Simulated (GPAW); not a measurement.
Crystal: HgSe.

```
Hg Se
1.0
     0.00000    3.03900    3.03900
     3.03900    0.00000    3.03900
     3.03900    3.03900    0.00000
Hg Se
1 1
Direct
  0.00000 0.00000 0.00000
  0.75000 0.75000 0.75000
```

Program: GPAW 26.7.0. Alike in all runs: cell as given; cutoff (eV) 600.

Task: Order these runs on this cell by their pressure, lowest first.
A. level LDA; potentials or basis the program's PAW data sets (release 1.2.1) made for this functional, pw; spin SOC, no magnetisation; k mesh 6 × 6 × 6; smearing fermi-dirac 0.05 eV; band path GXWKGLUWLK,UX; band points 80; spin axis theta (degrees) 0; spin axis phi (degrees) 0; soc after scf second variation
B. level PBE; potentials or basis GPAW PAW data sets (gpaw-data 1.2.1), pw; spin off; k mesh 8 × 8 × 8; smearing fermi-dirac 0.05 eV; band path GXWKGLUWLK,UX; band points 80
C. level PBEsol; potentials or basis PAW data sets generated in the run's folder for this functional, pw; spin off; k mesh 8 × 8 × 8; smearing gaussian 0.05 eV

Result: A (-0.1 GPa), C (1.9 GPa), B (5.1 GPa).

Caveats: spin-orbit coupling was added after a scalar SCF, so levels and gaps hold it while energy, forces, pressure and moments don't (some runs).
